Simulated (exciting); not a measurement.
Runs of exciting (release sodium) on KBr. It takes space group Fm-3m (No. 225, cubic). Conventional cell: a = 6.600 Å, b = 6.600 Å, c = 6.600 Å, α = 90.00°, β = 90.00°, γ = 90.00°. Around Br (site symmetry m-3m) lie 6 K at 3.30 Å. Around K (site symmetry m-3m) lie 6 Br at 3.30 Å. 

```csv
task,level,smearing,epsengy,epspot,maxscl,outputlevel,rgkmax,gap on the mesh (eV)
single point,PBE,fermi-dirac 0.05 eV,1e-05 Ha,1e-05 Ha,60,-,9,4.44
single point,PBE,gaussian 0.1 eV,1e-05 Ha,1e-05 Ha,60,normal,9,4.44
single point,PBE,fermi-dirac 0.05 eV,1e-06 Ha,1e-06 Ha,80,-,7.5,(a)
band structure,LDA,fermi-dirac 0.05 eV,1e-05 Ha,1e-05 Ha,60,normal,9,4.03
band structure,PBE,fermi-dirac 0.05 eV,1e-05 Ha,1e-05 Ha,60,normal,9,4.44
```

Alike in all rows: potentials or basis all-electron LAPW+lo, shipped species files, valence relativity iora*; no spin polarisation; cell as given; k mesh 7 × 7 × 7.

**Question.** Fill in the values left out.

**Answer.** (a) 4.45.

Caveats: an odd mesh through Γ misses points on the zone boundary, where band edges often lie (some runs); rgkmax is low for these elements, so energy differences scatter by about 1 meV per atom (some runs); the tetrahedron DOS on this energy grid can lose part of the weight of narrow d or f bands (some runs).

A k mesh can miss the band edges, and the runs leave out spin-orbit coupling on Br.

Not every run made on this cell is shown here.
